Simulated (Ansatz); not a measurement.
Here is an Ansatz 0.2.0 calculation.

The input input.yaml:

```yaml
crystal:
  lattice:
    - [-1.5294935, 1.5294935, 1.51435]
    - [1.5294935, -1.5294935, 1.51435]
    - [1.5294935, 1.5294935, -1.51435]
  atoms:
    - { symbol: V, position: [0.0, 0.0, 0.0], spin: 2.0 }
kpoints:
  mp_grid: { grid: [9, 9, 9] }
scf:
  occupations: { method: fermi_dirac, width: 0.05 }
hamiltonian:
  xc: pbe
  pseudopotentials: { kind: all_electron, lapw: { basis_error: 0.001 } }
magnetization:
  spin_polarized: true
output:
  forces: true
  stress: true
  eigenvalues: true
```

Potentials or basis: all-electron LAPW, scalar-relativistic.

Launch:

```sh
$ ansatz run input.yaml --threads 2 --pin off --max-ram 6144MiB --backend cpu --events-out ev --progress --plain --runs-dir out
```

(1) What does it give for the site moments?

(2) Predict the pressure.

## Answers

(1) V +0.13 μB.

(2) -8.5 GPa.

Caveat: the starting moments weren't kept.
